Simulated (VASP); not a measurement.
# KBr (P6_3/mmc) in VASP: a series of runs, part 2 of 2

VASP 6.6.1. The steps go on from the part before.

## 3. Single point, r2SCAN (epitaxial_xy strain -0.5%)

Input file POSCAR:

```
KBr
1.0
    5.5904884481      0.0000000000      0.0000000000
   -2.7952442241      4.8415050156      0.0000000000
    0.0000000000      0.0000000000      6.5641394530
K Br
2 2
Direct
    0.3333333333      0.6666666667     -0.0625000000
    0.6666666667      0.3333333333      0.4375000000
    0.3333333333      0.6666666667      0.4375000000
    0.6666666667      0.3333333333      0.9375000000
```

Input file INCAR.step1:

```
SYSTEM = KBr
ALGO = Normal
EDIFF = 1E-4
ENCUT = 520
GGA = PE
ISMEAR = 0
LASPH = .True.
LCHARG = .False.
LREAL = .False.
LWAVE = .True.
NBANDS = 24
NELM = 100
PREC = Accurate
SIGMA = 0.01
```

Input file INCAR.step2:

```
SYSTEM = KBr
ALGO = Normal
EDIFF = 1E-6
ENCUT = 520
ISIF = 2
ISMEAR = 0
ISTART = 1
LASPH = .True.
LCHARG = .False.
LMIXTAU = .True.
LREAL = .False.
LWAVE = .False.
METAGGA = R2SCAN
NBANDS = 24
NELM = 100
PREC = Accurate
SIGMA = 0.01
```

Input file KPOINTS:

```
k-points
0
Gamma
  6 6 4
  0 0 0
```

Potentials or basis: VASP PAW PBE potentials, release 64 (K_sv, Br).

The run is started by

```sh
> cat potpaw_PBE.64/K_sv/POTCAR potpaw_PBE.64/Br/POTCAR > POTCAR
> cp INCAR.step1 INCAR
> mpirun -np 1 vasp_std > vasp.out
> cp INCAR.step2 INCAR
> mpirun -np 1 vasp_std > vasp.out
```

OUTCAR:

```text
SYSTEM = KBr
   EDIFF = 1E-6
   ENCUT = 520
   ISIF = 2
   ISMEAR = 0
   ISTART = 1
   LASPH = .True.
   LREAL = .False.
   METAGGA = R2SCAN
   NELM = 100
   PREC = Accurate

 ion  position               nearest neighbor table
   1  0.333  0.667  0.938-   4 3.23   4 3.23   4 3.23   3 3.28   3 3.28
   2  0.667  0.333  0.438-   3 3.23   3 3.23   3 3.23   4 3.28   4 3.28
   3  0.333  0.667  0.438-   2 3.23   2 3.23   2 3.23   1 3.28   1 3.28
   4  0.667  0.333  0.938-   1 3.23   1 3.23   1 3.23   2 3.28   2 3.28

  LATTYP: Found a hexagonal cell.
 ALAT       =     5.5904884481
 C/A-ratio  =     1.1741620636

  Lattice vectors:

 A1 = (   5.5904884481,   0.0000000000,   0.0000000000)
 A2 = (  -2.7952442241,   4.8415050156,   0.0000000000)
 A3 = (   0.0000000000,   0.0000000000,   6.5641394530)

Analysis of symmetry for initial positions (statically):
=====================================================================
 Subroutine PRICEL returns:
 Original cell was already a primitive cell.

 Routine SETGRP: Setting up the symmetry group for a
 hexagonal supercell.

 Subroutine GETGRP returns: Found 24 space group operations
 (whereof  6 operations were pure point group operations)
 out of a pool of 24 trial point group operations.

The static configuration has the point symmetry C_3v.
 The point group associated with its full space group is D_6h.

Analysis of symmetry for dynamics (positions and initial velocities):
=====================================================================
 Subroutine PRICEL returns:
 Original cell was already a primitive cell.

 Routine SETGRP: Setting up the symmetry group for a
 hexagonal supercell.

 Subroutine GETGRP returns: Found 24 space group operations
 (whereof  6 operations were pure point group operations)
 out of a pool of 24 trial point group operations.
[... 118 lines left out ...]
   EFERMI_NEDOS =   21; number of points for ismear=-14 and -15
   IALGO  =     38    algorithm
   IMIX   =      4    mixing-type and parameters
     AMIX     =   0.40;   BMIX     =  1.00
     AMIX_MAG =   1.60;   BMIX_MAG =  1.00
  volume/ion in A,a.u.               =      44.42       299.74
  Fermi-wavevector in a.u.,A,eV,Ry     =   0.924532  1.747113 11.629720  0.854760
  Thomas-Fermi vector in A             =   2.050289
   LORBIT       =      0    0 simple, 1 ext, 2 COOP (PROOUT), +10 PAW based schemes
   METAGGA = R2SCAN    functional components
   LHFCALC =     F    Hartree Fock is set to
   AEXX    =    0.0000 exact exchange contribution
   IVDW    =     0    specifies the selected vdW correction
   LEPSILON=     F    determine dielectric tensor
   LRPA    =     F    only Hartree local field effects (RPA)
 non-spin polarized calculation
 Gauss-broadening in eV      SIGMA  =   0.01
  energy-cutoff  :      520.00
  volume of cell :      177.67
 maximum number of plane-waves:      4848
 NGX is ok and might be reduce to    42
   NGX = 21   NGY = 21   NGZ = 25

 number of electron      32.0000006 magnetization

 Free energy of the ion-electron system (eV)
  ---------------------------------------------------
  ext. energy  EPLUGINS =         0.00000000
  ---------------------------------------------------
  free energy    TOTEN  =       -46.22715209 eV

  energy without entropy =      -46.22715209  energy(sigma->0) =      -46.22715209

 E-fermi :  -2.8530     XC(G=0):  -6.6711

 val. band max:       -2.8966509335   @ k =   0.0000   0.0000   0.0000
 cond. band min:       1.8797619093   @ k =   0.0000   0.0000   0.0000
 fundamental gap:      4.7764128428
 Fermi energy:        -2.8529503545

 k-point     1 :       0.0000    0.0000    0.0000
  band No.  band energies     occupation
      1     -31.9163      2.00000
      2     -31.9098      2.00000
      3     -15.5634      2.00000
      4     -15.4752      2.00000
      5     -14.6890      2.00000
      6     -14.6716      2.00000
[... 556 lines left out ...]
     23       6.5218      0.00000
     24       6.5218      0.00000

------------------------ aborting loop because EDIFF is reached ----------------------------------------

  FORCE on cell =-STRESS in cart. coord.  units (eV):
  Direction    XX          YY          ZZ          XY          YZ          ZX
  --------------------------------------------------------------------------------------
  -------------------------------------------------------------------------------------
  Total        0.1739162      0.1739162     -0.0030681     -0.0000000      0.0000000      0.0000000
  in kB        1.5683493      1.5683493     -0.0276675     -0.0000000      0.0000000      0.0000000
  external PRESSURE =       1.0363437 kB  Pullay stress =       0.0000000 kB

 VOLUME and BASIS-vectors are now :
 -----------------------------------------------------------------------------
  energy-cutoff  :      520.00
  volume of cell :      177.67
      direct lattice vectors                 reciprocal lattice vectors
     5.590488448  0.000000000  0.000000000     0.178875247  0.103273672  0.000000000
    -2.795244224  4.841505016  0.000000000     0.000000000  0.206547344  0.000000000
     0.000000000  0.000000000  6.564139453     0.000000000  0.000000000  0.152342894

 POSITION                                       TOTAL-FORCE (eV/Angst)
 -----------------------------------------------------------------------------------
     -0.00000      3.22767      6.15388        -0.000000     -0.000000     -0.000000
      2.79524      1.61384      2.87181         0.000000     -0.000000     -0.000000
     -0.00000      3.22767      2.87181         0.000000      0.000000     -0.000000
      2.79524      1.61384      6.15388        -0.000000      0.000000      0.000000
 -----------------------------------------------------------------------------------
    total drift:                               -0.000000      0.000000     -0.000424

  FREE ENERGIE OF THE ION-ELECTRON SYSTEM (eV)
  ---------------------------------------------------
  free  energy   TOTEN  =       -46.2271520888 eV

  energy  without entropy=      -46.2271520888  energy(sigma->0) =      -46.22715209
```

It took 4.7 min on 1 thread of Intel Xeon Platinum 8259CL at 2.50GHz (Skylake/Cascade Lake), shared host; peak memory 0.35 GiB.

What came out:

```
Free energy            : -46.2272 eV
Pressure               : 0.1 GPa
Band gap on the k mesh : 4.78 eV, direct
```

Levels at points of the mesh, in eV from the valence-band top:
| k point | band 12 | band 13 | band 14 | band 15 | band 16 | band 17 | band 18 | band 19 | band 20 | band 21 |
| --- | --- | --- | --- | --- | --- | --- | --- | --- | --- | --- |
| (0.00, 0.00, 0.00) | -0.49 | -0.49 | -0.29 | -0.29 | 0.00 | 4.78 | 7.84 | 8.10 | 8.10 | 8.95 |
| (0.50, 0.00, 0.00) | -0.51 | -0.47 | -0.46 | -0.25 | -0.15 | 6.47 | 7.21 | 7.22 | 7.46 | 8.64 |
| (0.00, 0.00, 0.50) | -0.63 | -0.41 | -0.41 | -0.41 | -0.41 | 6.05 | 6.05 | 9.11 | 9.11 | 9.11 |
| (0.50, 0.00, 0.50) | -0.90 | -0.36 | -0.36 | -0.28 | -0.28 | 6.76 | 6.76 | 8.65 | 8.65 | 8.86 |

Caveat: the PAW data sets were made with another functional, which shifts forces and pressure a little.
